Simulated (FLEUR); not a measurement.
**Eu under changes of volume**

One of the cells (48.859 Å³/atom); the others are scaled copies at fixed shape and fractional positions:

```
Eu
1.0
    -2.30300    2.30300    2.30300
     2.30300   -2.30300    2.30300
     2.30300    2.30300   -2.30300
Eu
1
Direct
  0.00000 0.00000 0.00000
```

| Quantity | Value |
| --- | --- |
| Program | FLEUR MaX-R8.1 (later development tree) |
| Functional | r2SCAN |
| Potentials or basis | all-electron |
| Basis | FLAPW |
| Kmax | 4.1 1/bohr |
| k mesh | 8 × 8 × 8 |
| Occupations | fermi-dirac, width 0.05 eV |
| Spin | collinear spin, ferromagnetic start |
| Starting moments | [7.0] μB |

| volume (Å³/atom) | energy over the lowest point (meV/atom) | moment (μB per cell) |
| --- | --- | --- |
| 45.927 | 0.00 | 7.72 |
| 46.904 | 3.20 | 7.71 |
| 48.859 | 14.58 | 7.70 |
| 50.813 | ? | ? |
| 51.790 | 39.32 | 7.69 |

**Question.** What does the run at 50.813 Å³/atom give?

**Answer.** Energy over the lowest point 29.70 meV/atom; moment 7.69 μB per cell.

Worked out: A Birch-Murnaghan fit of order 2 (a polynomial in V^(-2/3)) to the other rows has no minimum within the range. It gives 30.10 meV/atom at 50.813 Å³/atom, against the run's 29.70. A straight line through the other rows of the moment, of slope -0.00487 μB per Å³/atom, gives 7.69 μB, against the run's 7.69.

Energies are extrapolated to zero smearing.

Caveats: the meta-GGA is that of a development version, with a GGA for the radial functions and cores and without core tails.
